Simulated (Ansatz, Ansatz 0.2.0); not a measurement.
# Notes on relaxing the tetragonal cell of BaTiO₃ to compare a and c with X-ray values

*Notes of a novice, printed with their mistakes. Don't take the settings or the reasoning as a model; a review follows at the end.*

## Experiment

The quantities are the two lattice constants of tetragonal BaTiO₃, both from X-ray diffraction. One pair comes from "Giant and reversible extrinsic magnetocaloric effects in La0.7Ca0.3MnO3 films due to strain" (2012, arXiv:1209.6516), where BaTiO₃ was the twinned single-crystal substrate under a manganite film, measured at room temperature. The other comes from "Effect of Hydrothermal Treatment and Doping on the Microstructural Features of Sol-Gel Derived BaTiO3 Nanoparticles" (2021, PubMed Central 8348855), from a Rietveld fit to a commercial powder; no temperature is given with those values. I compare a with the substrate value, 3.9931 Å, and c with the powder value, 4.0393 Å. The two samples differ by 0.0064 Å in a and 0.0033 Å in c.

| compared with | measured | source's wording or label | T (K) | method |
| --- | --- | --- | --- | --- |
| a (Å) | 3.9931 ± 0.0003 | 3.9931 ± 0.0003 A | room temperature | high-resolution XRD * |
| c (Å) | 4.036 ± 0.001 | 4.036 ± 0.001 A | room temperature | high-resolution XRD |
| c (Å) | 4.0393 | c of tetragonal phase | – | powder XRD, Rietveld * |
| a (Å) | 3.9995 | a of tetragonal phase | – | powder XRD, Rietveld |

Where a quantity has several values, deviations refer to the one marked *.

Conditions are those given with the value in the passage it was taken from; "not stated" means there, and the paper may say more elsewhere. The values are a selection: others may have been left out beforehand as unlike or outlying.

## Plan

I want to get a and c out of a relaxation of the five-atom cell and see whether they match the diffraction values. My target is 0.01 Å on each, which is a little more than the two samples differ from each other. The calculation has no temperature in it and the substrate was at room temperature; I am leaving that aside.

The starting structure is a diffraction cell from the Crystallography Open Database with a = 3.990 Å and c = 4.023 Å. Its c is already shorter than the measured one by more than my target, so the relaxation has to lengthen it. I have read that PBEsol is meant for solids, so I start there with light settings and change something if the numbers are off.

System: BaTiO3 (barium titanate), tetragonal perovskite; P4mm (No. 99), 5 atoms in the primitive cell; the database structure is a diffraction structure: a = 3.990 Å, c = 4.023 Å; structure from the Crystallography Open Database.

## 1. A quick PBEsol relaxation

I set the plane-wave cutoff down to 290 eV, below the program's default, to have an answer soon. The cell is small and I expect the lattice constants not to care much about it.

**Run 1.** Ansatz 0.2.0: PBEsol, cell and atoms relaxed from the database structure, PAW set soft_2, cutoff 290 eV, 6x6x6 k mesh, Gaussian smearing 0.02 eV.

Key lines of the input:
```
crystal:
  # lattice and atoms
kpoints:
  mp_grid: { grid: [6, 6, 6] }
hamiltonian:
  xc: pbesol
scf:
  occupations: { method: gaussian, width: 0.02 }
output:
  forces: true
  stress: true
basis:
  ecutwfc: 290.0
relax:
  adjacent_minimum: "off"
  f_tol: 0.005
  max_steps: 60
  cell: { stress_tol: 0.03 }
```

Command:
```
ansatz run input.yaml --threads 8 --pin off --max-ram 16384MiB --backend cpu --events-out ev --progress --plain --runs-dir out
```

Selected lines of the output:
```
relax step   1: F+E_penalty+E_count = -10025.31139027 eV  [...]  max|allowed force component| = 3.821e-1 eV/Å  [...]  P = -3.983 GPa  Ω = 64.062 Å³  (6 SCF iters, dr2 threshold 1.00e-7 eV [...]
relax step  37: F+E_penalty+E_count = -10025.34737097 eV  [...]  max|allowed force component| = 3.048e-4 eV/Å  [...]  P = -0.000 GPa  Ω = 63.305 Å³  [...]
relax step  38: F+E_penalty+E_count = -10025.35099676 eV  [...]  max|allowed force component| = 2.260e-3 eV/Å  [...]  P = -0.001 GPa  Ω = 63.305 Å³  [...]
  cell:  # Å, volume = 63.3050 Å³
```

Converged; 27 s on 8 cores of Intel Xeon Platinum 8223CL at 3.00GHz (Skylake/Cascade Lake), shared host. Warnings: cutoff_below_recommended.

| quantity | run 1 | measured | deviation |
| --- | --- | --- | --- |
| a (Å) | 3.9226 | 3.9931 ± 0.0003 | −0.0705 (−1.8 %) |
| c (Å) | 4.1142 | 4.0393 | +0.0749 (+1.9 %) |
| conventional cell volume (Å³) | 63.30 |  |  |

The relaxation converged, but both lattice constants miss my 0.01 Å target by a wide margin: a is 0.0705 Å too short and c is 0.0749 Å too long. The volume went down only from 64.06 to 63.30 Å³, so the cell has mostly changed its shape. The program warned that the cutoff is below the recommended one. Since the forces and the pressure went to practically zero, I think the run itself is fine and that PBEsol stretches this crystal too much.

## 2. PBE with a dispersion correction

I am switching to PBE, which I have seen used most often, and adding the D3 correction. Dispersion is an attraction between atoms, so I expect it to pull the long c axis back in. I leave the cutoff at the default this time, which also gets rid of the warning.

**Run 2.** Ansatz 0.2.0: PBE+D3(BJ), cell and atoms relaxed from the database structure, PAW set soft_2, cutoff 420 eV (default), 6x6x6 k mesh, Gaussian smearing 0.02 eV.

Key lines of the input, as changed from run 1:
```diff
  hamiltonian:
-   xc: pbesol
+   xc: pbe
+   dispersion: d3bj
- basis:
-   ecutwfc: 290.0
```

Command:
```
ansatz run input.yaml --threads 4 --pin off --max-ram 16384MiB --backend cpu --events-out ev --progress --plain --runs-dir out
```

Selected lines of the output:
```
relax step   1: F+E_penalty+E_count = -10160.90509239 eV  [...]  max|allowed force component| = 1.861e-1 eV/Å  [...]  P = +0.583 GPa  Ω = 64.062 Å³  (6 SCF iters, dr2 threshold 1.00e-7 eV [...]
relax step  10: F+E_penalty+E_count = -10160.91310668 eV  [...]  max|allowed force component| = 2.170e-3 eV/Å  [...]  P = -0.002 GPa  Ω = 64.619 Å³  [...]
relax step  11: F+E_penalty+E_count = -10160.91336845 eV  [...]  max|allowed force component| = 2.181e-3 eV/Å  [...]  P = +0.000 GPa  Ω = 64.619 Å³  [...]
  cell:  # Å, volume = 64.6188 Å³
```

Converged; 16 s on 4 cores of Intel Xeon Platinum 8488C (Sapphire Rapids), shared host.

| quantity | run 2 | measured | deviation |
| --- | --- | --- | --- |
| a (Å) | 3.9736 | 3.9931 ± 0.0003 | −0.0195 (−0.5 %) |
| c (Å) | 4.0926 | 4.0393 | +0.0533 (+1.3 %) |
| conventional cell volume (Å³) | 64.62 |  |  |

Both numbers are closer than before, but still outside my target: a is 0.0195 Å too short and c is 0.0533 Å too long. Compared with the first run, c has come down by 0.0216 Å, which is the direction I wanted from the dispersion correction, so I take it that D3 is working.

## 3. The same correction on PBEsol

Since D3 seems to shorten c, I am going back to PBEsol, the functional meant for solids, and adding the correction there. I expect c to drop well below the 4.1142 Å of my first run, and I hope a will grow at the same time, as it did with PBE.

**Run 3.** Ansatz 0.2.0: PBEsol+D3(BJ), cell and atoms relaxed from the database structure, PAW set soft_2, cutoff 420 eV (default), 6x6x6 k mesh, Gaussian smearing 0.02 eV.

Key lines of the input, as changed from run 2:
```diff
  hamiltonian:
-   xc: pbe
+   xc: pbesol
```

Selected lines of the output:
```
relax step   1: F+E_penalty+E_count = -10028.78844406 eV  [...]  max|allowed force component| = 1.556e-1 eV/Å  [...]  P = -5.778 GPa  Ω = 64.062 Å³  (6 SCF iters, dr2 threshold 1.00e-7 eV [...]
relax step  11: F+E_penalty+E_count = -10028.83726921 eV  [...]  max|allowed force component| = 1.769e-3 eV/Å  [...]  P = -0.002 GPa  Ω = 61.644 Å³  [...]
relax step  12: F+E_penalty+E_count = -10028.83692386 eV  [...]  max|allowed force component| = 1.805e-3 eV/Å  [...]  P = -0.007 GPa  Ω = 61.644 Å³  [...]
  cell:  # Å, volume = 61.6444 Å³
```

Converged; 16 s, same machine.

| quantity | run 3 | measured | deviation |
| --- | --- | --- | --- |
| a (Å) | 3.9368 | 3.9931 ± 0.0003 | −0.0563 (−1.4 %) |
| c (Å) | 3.9774 | 4.0393 | −0.0619 (−1.5 %) |
| conventional cell volume (Å³) | 61.64 |  |  |

c did drop, by 0.1368 Å from my first PBEsol run, and a grew by 0.0142 Å. Now both are too short, a by 0.0563 Å and c by 0.0619 Å. I read this as D3 pulling too hard when it is added to PBEsol. The shape looks about right to me, since both axes are off by nearly the same amount, and the cell only needs to be bigger.

## 4. PBEsol from a larger starting cell

I am taking D3 out again and starting from lattice vectors 1.02 times those of the database cell, so that the relaxation comes down from the large side and does not end up too small. I also loosen the stopping thresholds to 0.2 eV/Å for the forces and 5 GPa for the stress, because the last steps of the earlier runs hardly changed the volume. I expect both axes to come out longer than in the last run and close to the measured ones.

**Run 4.** Ansatz 0.2.0: PBEsol, cell and atoms relaxed from the database structure, PAW set soft_2, cutoff 420 eV (default), 6x6x6 k mesh, Gaussian smearing 0.02 eV; started from lattice vectors 1.02 times the database's, thresholds 0.2 eV/A and 5 GPa.

Key lines of the input:
```
crystal:
  lattice:
    - [4.0702896, 0.0, 0.0]
    - [0.0, 4.0702896, 0.0]
    - [0.0, 0.0, 4.1034906]
  # atoms
kpoints:
  mp_grid: { grid: [6, 6, 6] }
hamiltonian:
  xc: pbesol
scf:
  occupations: { method: gaussian, width: 0.02 }
output:
  forces: true
  stress: true
relax:
  adjacent_minimum: "off"
  f_tol: 0.2
  max_steps: 60
  cell: { stress_tol: 5.0 }
```

Selected lines of the output:
```
relax step   1: F+E_penalty+E_count = -10027.29768064 eV  [...]  max|allowed force component| = 5.944e-1 eV/Å  [...]  P = -10.926 GPa  Ω = 67.984 Å³  (6 SCF iters, accepted)
relax step   6: F+E_penalty+E_count = -10027.47818789 eV  [...]  max|allowed force component| = 2.796e-2 eV/Å  [...]  P = -0.362 GPa  Ω = 63.328 Å³  [...]
  cell:  # Å, volume = 63.3276 Å³
```

Converged; 7.3 s on 8 cores of Intel Xeon Platinum 8223CL at 3.00GHz (Skylake/Cascade Lake), shared host.

| quantity | run 4 | measured | deviation |
| --- | --- | --- | --- |
| a (Å) | 3.9621 | 3.9931 ± 0.0003 | −0.0310 (−0.8 %) |
| c (Å) | 4.0341 | 4.0393 | −0.0052 (−0.1 %) |
| conventional cell volume (Å³) | 63.33 |  |  |

c is now 4.0341 Å, only 0.0052 Å below the powder value and inside my target. a is still 0.0310 Å too short, which is outside it, but it is closer than in my other two PBEsol runs. Starting from the larger cell seems to have done what I wanted: both axes came out longer than with D3. The last pressure is −0.362 GPa, far below the 5 GPa I allowed, so I consider the cell relaxed. The long axis is what makes this crystal tetragonal, and since that one agrees I am keeping this structure.

## Summary of runs

| run | settings | a (Å) | deviation | c (Å) | deviation | cost |
| --- | --- | --- | --- | --- | --- | --- |
| 1 | PBEsol, cutoff 290 eV | 3.9226 | −0.0705 (−1.8 %) | 4.1142 | +0.0749 (+1.9 %) | 3.6 core-min |
| 2 | PBE+D3(BJ), cutoff 420 eV (default) | 3.9736 | −0.0195 (−0.5 %) | 4.0926 | +0.0533 (+1.3 %) | 62 core-s |
| 3 | PBEsol+D3(BJ), cutoff 420 eV (default) | 3.9368 | −0.0563 (−1.4 %) | 3.9774 | −0.0619 (−1.5 %) | 62 core-s |
| 4 | PBEsol, cutoff 420 eV (default), started from lattice vectors 1.02 times the database's, thresholds 0.2 eV/A and 5 GPa | 3.9621 | −0.0310 (−0.8 %) | 4.0341 | −0.0052 (−0.1 %) | under 1 core-min |
|  | measured | 3.9931 ± 0.0003 |  | 4.0393 |  |  |

## Where I got to

I am stopping here and would use the cell from the last run, PBEsol with a = 3.9621 Å and c = 4.0341 Å. c meets my target of 0.01 Å. a does not; it is 0.0310 Å too short. PBE with D3 came nearer on a, with 3.9736 Å, but its c was too long by 0.0533 Å, so I prefer PBEsol.

The substrate was measured at room temperature and my calculation has no temperature in it, so I put the short a down to that and am not worried about it.

What I take from these runs is that the starting cell matters most. One should begin with a cell that is too large and let it shrink, and loose thresholds are good enough, since the run that used them gave the best c and was done in 7.3 s. I would leave D3 out for this crystal, because with PBEsol it made both axes too short. Unless you object, I will set up my next oxide in the same way.

## An expert's review

Further runs made for the review:

| reviewer's run | settings | a (Å) | deviation | c (Å) | deviation | cost |
| --- | --- | --- | --- | --- | --- | --- |
| R1 | PBEsol, cutoff 420 eV (default), 6x6x6 k mesh | 3.9555 | −0.0376 (−0.9 %) | 4.0440 | +0.0047 (+0.1 %) | 94 core-s |
| R2 | PBE, cutoff 420 eV (default), 6x6x6 k mesh | 3.9853 | −0.0078 (−0.2 %) | 4.2017 | +0.1624 (+4.0 %) | 2.3 core-min |
| R3 | PBEsol, cutoff 420 eV (default), 8x8x8 k mesh | 3.9557 | −0.0374 (−0.9 %) | 4.0435 | +0.0042 (+0.1 %) | 96 core-s |
| R4 | r2SCAN+rVV10, cutoff 500 eV (default), 6x6x6 k mesh | 3.9670 | −0.0261 (−0.7 %) | 4.0658 | +0.0265 (+0.7 %) | 3.9 core-min |
|  | measured | 3.9931 ± 0.0003 |  | 4.0393 |  |  |

The notebook reports its misses openly, but takes a and c from different samples when the substrate supplies both. The 0.01 Å target reflects sample scatter, not what functionals achieve; errors of a few hundredths of an ångström are common. Changing settings whenever the numbers are off tunes towards the answer; convergence should come first. Nor does the short starting c matter, as a relaxation seeks the functional's own minimum.

In run 1 the program warned about the cutoff. Vanishing forces and pressure show only that the cell is relaxed within that poor basis. With the default cutoff, PBEsol gives a = 3.9555 Å and c = 4.0440 Å (R1), so the excessive stretch came from the cutoff, not from PBEsol. The sound run cost 94 core-seconds, less than run 1's 3.6 core-minutes.

Run 2 rightly restores the default cutoff, but it changes functional, dispersion and cutoff together, so the 0.0216 Å drop in c doesn't measure D3. Against plain PBE (R2), D3 shortens c by 0.1091 Å. The guess about c was therefore right, but D3 also shortens a slightly; it didn't make it grow.

Run 3 is again compared with the faulty run 1. Against R1, D3 on PBEsol shortens both axes, c by 0.0666 Å, and worsens the agreement. The beginner is right that it pulls too far here and that the shape is about right, but a larger starting cell is no remedy for the size.

In run 4 both axes grew because D3 was removed: R1 shows the same from the database cell. A steady volume doesn't justify loose thresholds, since the shape can still change. Nor does a pressure below a 5 GPa limit prove the cell relaxed: c is still 0.0099 Å shorter than in R1, and a 0.0066 Å longer. The close c of this unfinished run is partly chance, and its better a comes from stopping early. Tetragonality depends on c relative to a, not on c alone.

The closing advice should not be followed for the next oxide. Neither the large start nor the loose thresholds earned the result; tight thresholds give an equally good c for little more time. The preference for PBEsol over PBE+D3 holds for c, not for a, and a denser mesh leaves PBEsol practically unchanged (R3). Leaving out D3 is sound advice for PBEsol, but with PBE the correction greatly improves c. Temperature may explain part of the short a, but ordinary thermal expansion would give only roughly 0.01 Å; the effect of temperature on this cell is not shown in this report.

Verdict: sound PBEsol (R1) matches c within 0.0047 Å but leaves a 0.0376 Å short, making the cell too tetragonal. The more complete r2SCAN+rVV10 (R4) improves a, still 0.0261 Å short, but makes c 0.0265 Å too long. Since both miss a on the same side, the measurement deserves a question too, but the powder's a is longer still and the accepted value is just under 4 Å. How much of the gap is due to the functionals, and how much to temperature and titanium disorder, is not shown in this report.

[Logs are printed without paths, hosts, clocks, repeated set-up lines and the standing remarks that a program may print on its own settings, such as how far it seeks lower states.]

[The runs shown are a pick from a larger set of finished runs; failed, doubtful and other runs were left out of it ahead of writing. So were measured values far from every level or from commonly accepted values, and agreement can look better than it is. Lines of input and output are excerpts and may be shortened.]
